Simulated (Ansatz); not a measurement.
# InP (Fm-3m) in Ansatz: elastic constants with RPBE+D3(BJ)

Aim: the elastic constants of InP with RPBE+D3(BJ).

Program: Ansatz 0.2.0. These are calculated values, not measurements. Logs are shortened: lines on timing, memory, paths and dates and some standing lists are left out, and cuts for length are marked.

## (1) The structure

The structure is cubic, space group Fm-3m (No. 225). Conventional cell: a = 5.538 Å, b = 5.538 Å, c = 5.538 Å, α = 90.00°, β = 90.00°, γ = 90.00°. In (site symmetry m-3m) has 6 P at 2.77 Å as nearest neighbours. P (site symmetry m-3m) is surrounded by 6 In at 2.77 Å.

Measurements of this composition are mostly on another form, of space group No. 216.

## (2) Elastic constants, RPBE+D3(BJ)

input.yaml

```yaml
crystal:
  lattice:
    - [0.0, 2.768834, 2.768834]
    - [2.768834, 0.0, 2.768834]
    - [2.768834, 2.768834, 0.0]
  atoms:
    - { symbol: In, position: [0.0, 0.0, 0.0] }
    - { symbol: P, position: [0.5, 0.5, 0.5] }
hamiltonian:
  xc: rpbe
  pseudopotentials: { kind: paw }
  dispersion: d3bj
kpoints:
  mp_grid: { grid: [6, 6, 6] }
scf:
  occupations: { method: tetrahedron }
output:
  forces: true
  stress: true
elastic:
  mode: clamped_ion
  stencil: two_point
```

Potentials or basis: Ansatz PAW.

The run is started by

```sh
ansatz run input.yaml --threads 2 --pin off --max-ram 5632MiB --backend cpu --events-out ev --progress --plain --runs-dir out
```

What it wrote:

```text
Warning: output.forces, output.stress, relax.cell or npt_langevin: where a Kohn–Sham band that disperses or a degenerate level is filled in part under the method tetrahedron, the forces or the stress that this run publishes need not agree with its energy (scf.occupations.method in the input reference, under Limitations); prefer a smearing scheme for the forces or the stress
Warning: RAYON_NUM_THREADS=2 ignored (pool sized by the plan → 2); use --threads N
Engine: ansatz 0.2.0, x86_64-unknown-linux-gnu
Pseudopotentials: kind: paw
Pseudopotential: In, paw, valence charge 13, recommended cutoff 420 eV (normal), In.paw.azcp
Pseudopotential: P, paw, valence charge 5, recommended cutoff 420 eV (normal), P.paw.azcp
Functional definition: RPBE
  parameter kappa = 0.804
  parameter beta = 0.06672455060314922
  exchange = rpbe_x(kappa = kappa, mu = beta*pi^2/3)
  correlation = pbe_c(beta = beta)
Crystal: 2 atoms, lattice volume = 42.454 Å³
Basis set: ecut = 420 eV, 869 PW (Γ), exchange–correlation on 54×54×54 points (8 copies of the dense FFT grid, shifted against one another)
Bands: 13, of which v1, the nominal top of the filled ones, is band 9 counted from 1 (8 counted from 0)
Symmetry: 48 space group operations
Space group: Fm-3m (ITA 225), of the structure as read, at distance tolerance 3.5e-5 Å
k-points: 16 of 216
Non-local potential: In, projectors of the file, l = 0: 2, l = 1: 2, l = 2: 2, l = 3: 2
Non-local potential: P, projectors of the file, l = 0: 2, l = 1: 2, l = 2: 2
PAW form: soft (Blöchl's): semilocal exchange-correlation on the pseudo side does not see the compensation charge
PAW frozen core: In, regenerated for the run's functional, and the local potential with it (the file was generated under x = pbe(κ = 0.804, μ = 0.2195149727645171), c = pbe(β = 0.06672455060314922))
PAW frozen core: P, regenerated for the run's functional, and the local potential with it (the file was generated under x = pbe(κ = 0.804, μ = 0.2195149727645171), c = pbe(β = 0.06672455060314922))
PAW one-centre angular grid: In, 590 points (default); XC on 64 Gauss nodes
PAW one-centre angular grid: P, 110 points (default); XC on 64 Gauss nodes
Initial density: superposition of atomic densities (neutral atoms: chi_scale 0, normalization atom), corrected by the library's trained network
Initial wavefunctions: pseudopotential atomic-orbital guess
Functional: x = rpbe, c = pbe(β = 0.06672455060314922)
SCF iter   1: F=—  HF=-6368.774839 eV  |F-HF|=—  |Δ(HF+E_count)|=         —  Δρ=4.56e-3  dr2=4.92e-3  ethr=1.77e-3  ⟨swp⟩=6.7  Hψ=1363  notcnv=0
preconditioner: auto → Kerker (q_TF=auto, 2.365 Å⁻¹)  [metal: no gap  n_scr=14 (ndim 8)  ℏωp=24.2 eV  f_vac=0.000]
SCF iter   2: F=—  HF=-6368.773583 eV  |F-HF|=—  |Δ(HF+E_count)|=   1.26e-3  Δρ=1.97e-3  dr2=1.28e-3  ethr=2.73e-5  ⟨swp⟩=2.2  Hψ=524  notcnv=0
SCF iter   3: F=—  HF=-6368.773861 eV  |F-HF|=—  |Δ(HF+E_count)|=   2.78e-4  Δρ=7.73e-4  dr2=2.09e-4  ethr=7.09e-6  ⟨swp⟩=2.0  Hψ=262  notcnv=0
SCF iter   4: F=—  HF=-6368.773998 eV  |F-HF|=—  |Δ(HF+E_count)|=   1.37e-4  Δρ=1.23e-4  dr2=8.89e-6  ethr=1.16e-6  ⟨swp⟩=3.4  Hψ=407  notcnv=0
SCF iter   5: F=—  HF=-6368.774011 eV  |F-HF|=—  |Δ(HF+E_count)|=   1.31e-5  Δρ=4.18e-5  dr2=8.82e-7  ethr=4.94e-8  ⟨swp⟩=3.8  Hψ=429  notcnv=0
SCF iter   6: F=—  HF=-6368.774018 eV  |F-HF|=—  |Δ(HF+E_count)|=   7.03e-6  Δρ=1.26e-5  dr2=4.45e-8  ethr=4.90e-9  ⟨swp⟩=2.5  Hψ=430  notcnv=0
SCF iter   7: F=—  HF=-6368.774018 eV  |F-HF|=—  |Δ(HF+E_count)|=   4.11e-7  Δρ=3.92e-6  dr2=4.92e-9  ethr=2.47e-10  ⟨swp⟩=2.9  Hψ=418  notcnv=0
SCF iter   8: F=—  HF=-6368.774017 eV  |F-HF|=—  |Δ(HF+E_count)|=   7.27e-7  Δρ=4.44e-7  dr2=7.55e-11  ethr=2.73e-11  ⟨swp⟩=3.0  Hψ=458  notcnv=0
SCF iter   9: F=—  HF=-6368.774017 eV  |F-HF|=—  |Δ(HF+E_count)|=   1.35e-7  Δρ=6.29e-8  dr2=1.75e-12  ethr=4.20e-13 (applied; sched 1.00e-12)  ⟨swp⟩=3.7  Hψ=474  notcnv=0
SCF iter  10: F=-6368.774017 eV  HF=-6368.774017 eV  |F-HF|=9.09e-13  |Δ(HF+E_count)|=   1.65e-8  Δρ=7.91e-9  dr2=1.26e-14  ethr=1.00e-12  ⟨swp⟩=3.9  Hψ=956  notcnv=0
SCF 1 converged in 10 iterations: F = -6368.774017 eV  dr2 = 1.26e-14
Crystal: 2 atoms, lattice volume = 42.369 Å³
Symmetry: 16 space group operations
k-points: 30 of 216
Initial density: handed on by an earlier stage of this run
Initial wavefunctions: those handed on with the density
iter 1 solved again at ethr=6.00e-8 eV; its pass at ethr=3.10e-3 eV (dr2=1.08e-5 eV) is discarded
SCF iter   1: F=—  HF=-6368.782523 eV  |F-HF|=—  |Δ(HF+E_count)|=         —  Δρ=1.09e-4  dr2=6.75e-6  ethr=6.00e-8  ⟨swp⟩=4.1  Hψ=3128  notcnv=0
preconditioner: auto → Kerker (q_TF=auto, 2.366 Å⁻¹)  [metal: no gap  n_scr=14 (ndim 8)  ℏωp=24.2 eV  f_vac=0.000]
SCF iter   2: F=—  HF=-6368.782562 eV  |F-HF|=—  |Δ(HF+E_count)|=   3.94e-5  Δρ=6.04e-5  dr2=1.84e-6  ethr=3.75e-8  ⟨swp⟩=2.0  Hψ=493  notcnv=0
SCF iter   3: F=—  HF=-6368.782590 eV  |F-HF|=—  |Δ(HF+E_count)|=   2.71e-5  Δρ=1.19e-5  dr2=7.11e-8  ethr=1.02e-8  ⟨swp⟩=2.8  Hψ=616  notcnv=0
SCF iter   4: F=—  HF=-6368.782595 eV  |F-HF|=—  |Δ(HF+E_count)|=   5.91e-6  Δρ=3.06e-6  dr2=4.70e-9  ethr=3.95e-10  ⟨swp⟩=3.7  Hψ=830  notcnv=0
SCF iter   5: F=—  HF=-6368.782595 eV  |F-HF|=—  |Δ(HF+E_count)|=   8.27e-7  Δρ=1.21e-6  dr2=7.77e-10  ethr=2.61e-11  ⟨swp⟩=2.8  Hψ=774  notcnv=0
[... 20 lines left out ...]
SCF iter   5: F=—  HF=-6368.774017 eV  |F-HF|=—  |Δ(HF+E_count)|=   1.71e-8  Δρ=4.03e-7  dr2=4.24e-11  ethr=2.53e-12  ⟨swp⟩=3.2  Hψ=1254  notcnv=0  defer=2
SCF iter   6: F=—  HF=-6368.774017 eV  |F-HF|=—  |Δ(HF+E_count)|=   4.05e-8  Δρ=6.36e-8  dr2=1.20e-12  ethr=2.36e-13 (applied; sched 1.00e-12)  ⟨swp⟩=3.3  Hψ=1192  notcnv=0  defer=1
SCF iter   7: F=-6368.774017 eV  HF=-6368.774017 eV  |F-HF|=0.00e0  |Δ(HF+E_count)|=   2.16e-8  Δρ=1.47e-8  dr2=5.75e-14  ethr=1.00e-12  ⟨swp⟩=5.0  Hψ=2221  notcnv=0
SCF 4 converged in 7 iterations: F = -6368.774017 eV  dr2 = 5.75e-14
iter 1 solved again at ethr=3.32e-11 eV; its pass at ethr=3.10e-3 eV (dr2=5.98e-9 eV) is discarded
SCF iter   1: F=—  HF=-6368.774016 eV  |F-HF|=—  |Δ(HF+E_count)|=         —  Δρ=4.67e-6  dr2=5.56e-9  ethr=3.32e-11  ⟨swp⟩=6.9  Hψ=4616  notcnv=0  defer=3
SCF iter   2: F=—  HF=-6368.774018 eV  |F-HF|=—  |Δ(HF+E_count)|=   1.14e-6  Δρ=2.60e-6  dr2=2.09e-9  ethr=3.09e-11  ⟨swp⟩=2.2  Hψ=762  notcnv=0  defer=2
SCF iter   3: F=—  HF=-6368.774017 eV  |F-HF|=—  |Δ(HF+E_count)|=   6.22e-7  Δρ=2.51e-7  dr2=2.43e-11  ethr=1.16e-11  ⟨swp⟩=2.4  Hψ=983  notcnv=0  defer=2
SCF iter   4: F=—  HF=-6368.774017 eV  |F-HF|=—  |Δ(HF+E_count)|=   8.56e-8  Δρ=1.17e-7  dr2=5.13e-12  ethr=1.35e-13 (applied; sched 1.00e-12)  ⟨swp⟩=3.7  Hψ=1206  notcnv=0  defer=2
SCF iter   5: F=—  HF=-6368.774017 eV  |F-HF|=—  |Δ(HF+E_count)|=   1.16e-8  Δρ=2.41e-8  dr2=2.77e-13  ethr=2.85e-14 (applied; sched 1.00e-12)  ⟨swp⟩=3.2  Hψ=1170  notcnv=0  defer=1
SCF iter   6: F=-6368.774017 eV  HF=-6368.774017 eV  |F-HF|=2.73e-12  |Δ(HF+E_count)|=   1.44e-9  Δρ=5.99e-9  dr2=1.19e-14  ethr=1.00e-12  ⟨swp⟩=5.0  Hψ=1992  notcnv=0
SCF 5 converged in 6 iterations: F = -6368.774017 eV  dr2 = 1.19e-14
SCF converged after 10 iterations
Stability not checked: this state was not tested for a lower state beside it, because cold or Methfessel-Paxton smearing, or corrected tetrahedra, fill the levels in a way that the test cannot read (fill_not_monotonic; see scf.lower_state_search)
Free energy (F): -6368.774017 eV
Harris-Foulkes:  -6368.774017 eV  (|F-HF|=9.09e-13)
Internal energy: -6368.771939 eV  (E = F + TS)
E sigma→0 (E₀):  -6368.774017 eV
Entropy (-TS):   -0.002078 eV (-1.039 meV/atom)
Fermi energy:    9.218532 eV
--- Per-component energies (eV) ---
  E_band       = -12.559350
  E_kinetic    = 311.783540
  E_local      = -1193.752725  (includes V_loc(G=0)·N_el)
  E_nonlocal   = 400.994389
  E_hartree    = 469.664504
  E_xc         = -276.349471
  E_vxc        = -158.457136  (∫ρ·V_xc dr)
  E_paw        = -4736.906099  (= ΣΔE_a)
  E_vpaw       = -312.456453  (= ΣTr[D̂ρ^β])
  E_aug_tail   = 0.000030  (compensation charges beyond the density's cutoff)
  E_ewald      = -1340.626153
  E_disp       = -3.616760  (pairwise vdW)
  E_core_change = 0.036806  (= ΣΔE_core)
  E_smearing   = -0.002078  (= −TS)
  E_closure    = 0.000000  (closes the sum)
  Σ components = -6368.774017   (vs F -6368.774017, Δ=0.00e0)
--- Forces (eV/Å), atoms counted from 1 ---
  atom   1  In    -0.00000000     0.00000000    -0.00000000
  atom   2  P      0.00000000    -0.00000000     0.00000000
  max |Σ_I F_I| component: 2.40e-30 eV/Å
--- Stress (GPa, compression-positive) ---
      -16.537583      -0.000000      -0.000000
        0.000000     -16.537583       0.000000
        0.000000       0.000000     -16.537583
  P = ⅓ Tr σ = -16.5376 GPa (-165.376 kbar)
--- Band table (eV; the first three rows and the last of 16) ---
  k-point 0: bands = ["-5.0321", "-5.0321", "-5.0161", "-5.0161", "-5.0161", "-2.6784", "9.0459", "9.0459", "9.0459", "9.9351", "16.3743", "16.3743", "16.3743"]
  k-point 1: bands = ["-5.0460", "-5.0460", "-5.0170", "-4.9974", "-4.9974", "-2.3350", "6.6775", "9.1036", "9.1036", "11.7121", "15.1349", "15.3977", "15.3977"]
  k-point 2: bands = ["-5.0773", "-5.0773", "-5.0220", "-4.9560", "-4.9560", "-1.3931", "4.0797", "9.2990", "9.2990", "12.0824", "13.5095", "13.5095", "14.6566"]
  k-point 15: bands = ["-5.2736", "-5.0315", "-5.0201", "-4.9499", "-4.9055", "0.5283", "4.8756", "4.8992", "6.1168", "10.3598", "14.6319", "15.4773", "17.5847"]
--- Elastic constants: 2 strain directions × 2 members + reference (group order 48) ---
  dense FFT box of the reference and of every strained cell: 27×27×27
  strains applied: 11, 23; error gains: componentwise 1.00 (the most a stress slope's error grows in a printed constant), spectral 1.73 (1 for all six strains in a standard setting)
  pairwise dispersion correction: d3bj (s6 = 1.0, s8 = 0.8318, a1 = 0.182, a2_bohr = 4.0094), with the weights of each atom's references fixed at the reference crystal's, and the forces and stress that the weights' published response gives there kept as a pressure on the atom's counted neighbours (hamiltonian.dispersion)
  C = ∂σ_k/∂η_j (tension-positive GPa; Voigt order 11 22 33 23 13 12):
       132.016      0.351      0.351      0.000     -0.000      0.000
         0.351    132.016      0.351      0.000      0.000     -0.000
         0.351      0.351    132.016     -0.000      0.000      0.000
         0.000      0.000     -0.000     28.747      0.000     -0.000
        -0.000      0.000     -0.000     -0.000     28.747      0.000
         0.000     -0.000      0.000     -0.000     -0.000     28.747
  reference stress σ⁰ (GPa):     16.538     16.538     16.538     -0.000      0.000      0.000
  C* (energy form; C + prestress term) asymmetry max|C*_kj − C*_jk| = 1.066e-14 GPa — a small one proves nothing (zero by symmetry where the batch's group is 432, −43m or m−3m); a large one is finite-difference/SCF noise where every solve meets its electron count
  moduli (Voigt/Reuss/Hill, GPa): K = 44.24/44.24/44.24   G = 43.58/37.11/40.35   E = 92.82   ν = 0.150
  mechanically stable: yes (min eigenvalue of sym C = 28.75 GPa)
  strain η (Voigt 11):  stress-route row diagonal C_11 = 132.02 GPa, energy-path curvature d²(F+E_count+ΔE)/dδ²/Ω₀ = 128.22 GPa
         δ    σ_11 (GPa)             F (eV)   n_scf  n_hpsi   n_pw
    -2.000e-3      16.2695       -6368.7825941       8    9363    869
     2.000e-3      16.7976       -6368.7653086       5    7426    869
  strain η (Voigt 23):  stress-route row diagonal C_44 = 28.75 GPa, energy-path curvature d²(F+E_count+ΔE)/dδ²/Ω₀ = 20.81 GPa
         δ    σ_23 (GPa)             F (eV)   n_scf  n_hpsi   n_pw
    -2.000e-3      -0.0575       -6368.7740170       7   12732    869
     2.000e-3       0.0575       -6368.7740170       6   11557    869
```

It took 3.9 s on 2 threads of Intel Xeon Platinum 8259CL at 2.50GHz (Skylake/Cascade Lake), shared host; peak memory 0.38 GiB.

Results:

```
Free energy                                 : -6368.7740 eV
Pressure                                    : -16.5 GPa
Band gap on the k mesh                      : none (metal or under the smearing width)
Clamped-ion elastic constants C11, C12, C44 : 132, 0, 29 GPa
Voigt bulk modulus                          : 44 GPa
```

Elastic tensor in Voigt notation (GPa, ions clamped, in the Cartesian axes of the cell as first typed):
```
132   0   0   0   0   0
  0 132   0   0   0   0
  0   0 132   0   0   0
  0   0   0  29   0   0
  0   0   0   0  29   0
  0   0   0   0   0  29
```

Caveat: the cell is more than 3 GPa from zero pressure, which shifts response properties; elastic constants of metals need much finer meshes, so these are rough; so large a pressure means that the cell lies far from this level's equilibrium, or that cutoff or potentials fall short; pairwise dispersion overbinds metals, which lowers pressure and volume; the PAW data sets come from PBE, with cores solved anew for the run's functional, which leaves a small shift of forces and pressure; with tetrahedron occupations forces and stress needn't match the slope of the energy.
